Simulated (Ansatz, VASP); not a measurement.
PbSe (Clausthalite) in VASP and in Ansatz

The input INCAR:

```
ALGO = Normal
EDIFF = 1E-6
ENCUT = 520
GGA = PE
GGA_COMPAT = False
ISIF = 2
ISMEAR = -1
LASPH = True
LCHARG = False
LORBIT = 11
LREAL = False
LSORBIT = True
LWAVE = False
MAGMOM = 0 0 0 0 0 0
NBANDS = 32
NELM = 80
PREC = Accurate
SIGMA = 0.05
```

KPOINTS

```
k-points
0
Gamma
  6 6 6
```

The input POSCAR:

```
PbSe
1.0
    0.0000000000      3.0606500000      3.0606500000
    3.0606500000      0.0000000000      3.0606500000
    3.0606500000      3.0606500000      0.0000000000
Pb Se
1 1
Direct
    0.0000000000      0.0000000000      0.0000000000
    0.5000000000      0.5000000000      0.5000000000
```

The input KPOINTS_OPT:

```
path GXWKGLUWLK,UX
20
line-mode
reciprocal
 0.0000000000  0.0000000000  0.0000000000  G
 0.5000000000  0.0000000000  0.5000000000  X

 0.5000000000  0.0000000000  0.5000000000  X
 0.5000000000  0.2500000000  0.7500000000  W

 0.5000000000  0.2500000000  0.7500000000  W
 0.3750000000  0.3750000000  0.7500000000  K

 0.3750000000  0.3750000000  0.7500000000  K
 0.0000000000  0.0000000000  0.0000000000  G

 0.0000000000  0.0000000000  0.0000000000  G
 0.5000000000  0.5000000000  0.5000000000  L

 0.5000000000  0.5000000000  0.5000000000  L
 0.6250000000  0.2500000000  0.6250000000  U

 0.6250000000  0.2500000000  0.6250000000  U
 0.5000000000  0.2500000000  0.7500000000  W

 0.5000000000  0.2500000000  0.7500000000  W
 0.5000000000  0.5000000000  0.5000000000  L

 0.5000000000  0.5000000000  0.5000000000  L
 0.3750000000  0.3750000000  0.7500000000  K

 0.6250000000  0.2500000000  0.6250000000  U
 0.5000000000  0.0000000000  0.5000000000  X
```

Contents of input.yaml:

```yaml
crystal:
  lattice:
    - [0.0, 3.06065, 3.06065]
    - [3.06065, 0.0, 3.06065]
    - [3.06065, 3.06065, 0.0]
  atoms:
    - { symbol: Pb, position: [0.0, 0.0, 0.0] }
    - { symbol: Se, position: [0.5, 0.5, 0.5] }
hamiltonian:
  xc: pbe
  pseudopotentials: { kind: paw_fr }
magnetization:
  noncollinear: true
  spin_orbit: true
kpoints:
  mp_grid: { grid: [6, 6, 6] }
  band_path:
    path:
      - [[0.0, 0.0, 0.0], [0.5, 0.0, 0.5], [0.5, 0.25, 0.75], [0.375, 0.375, 0.75], [0.0, 0.0, 0.0], [0.5, 0.5, 0.5], [0.625, 0.25, 0.625], [0.5, 0.25, 0.75], [0.5, 0.5, 0.5], [0.375, 0.375, 0.75]]
      - [[0.625, 0.25, 0.625], [0.5, 0.0, 0.5]]
    npoints: 14
scf:
  occupations: { method: fermi_dirac, width: 0.05 }
  n_extra_bands: 6
output:
  forces: true
  stress: true
  eigenvalues: true
  fatbands: false
  write_density: true
  write_potential: true
  elf: true
  volumetric_format: npy
```

Alike in both runs: task band structure; functional PBE; k mesh 6 × 6 × 6; occupations fermi-dirac, width 0.05 eV; spin-orbit coupling, no magnetisation.

|  | VASP | Ansatz |
| --- | --- | --- |
| version | VASP 6.6.1 | Ansatz 0.2.0 |
| potentials or method | VASP PAW PBE potentials, release 64 (Pb_d, Se) | Ansatz PAW |
| plane-wave cutoff (eV) | 520 | 420 |
| valence electrons in the cell | 20 | 30 |

|  | VASP | Ansatz | Ansatz less VASP |
| --- | --- | --- | --- |
| gap on the k mesh at the Fermi level (eV) | 0.09 | 0.20 | +0.106 |
| least direct gap on the mesh (eV) | 0.09 | 0.20 | +0.106 |
| gap along the band path (eV) | 0.09 | 0.20 | +0.106 |
| pressure (GPa) | 2.0 | 1.8 | -0.15 |

The functional is the same, so the differences come from potentials, cutoffs and numerics. The two sets of potentials don't hold the same shells in valence.
